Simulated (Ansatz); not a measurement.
## Al2Au in Ansatz: the effect of functional

The system is Al2Au.

```
Au Al
1.0
     0.00000    3.05884    3.05884
     3.05884    0.00000    3.05884
     3.05884    3.05884    0.00000
Au Al
1 2
Direct
  0.00000 0.00000 0.00000
  0.75000 0.75000 0.75000
  0.25000 0.25000 0.25000
```

The cell isn't the ideal one: volume scaled by 1.06.

Alike in all runs:

```yaml
Program: Ansatz 0.2.0
Task: single point
Potentials_or_basis: Ansatz PAW
k_mesh: 8 × 8 × 8
Occupations: fermi-dirac, width 0.05 eV
Spin: no spin polarisation
```

```csv
functional,cutoff,pressure (GPa)
LDA,420 eV (not typed: the program's choice for these potentials),?
r2SCAN,500 eV (not typed: the program's choice for these potentials),-5.6
PBE,420 eV (not typed: the program's choice for these potentials),-2.8
```

Problem. What does the run with functional LDA give?

Solution. Pressure -8.0 GPa.

Caveats: the PAW data sets come from PBE, with cores solved anew for the run's functional, which leaves a small shift of forces and pressure (some runs).
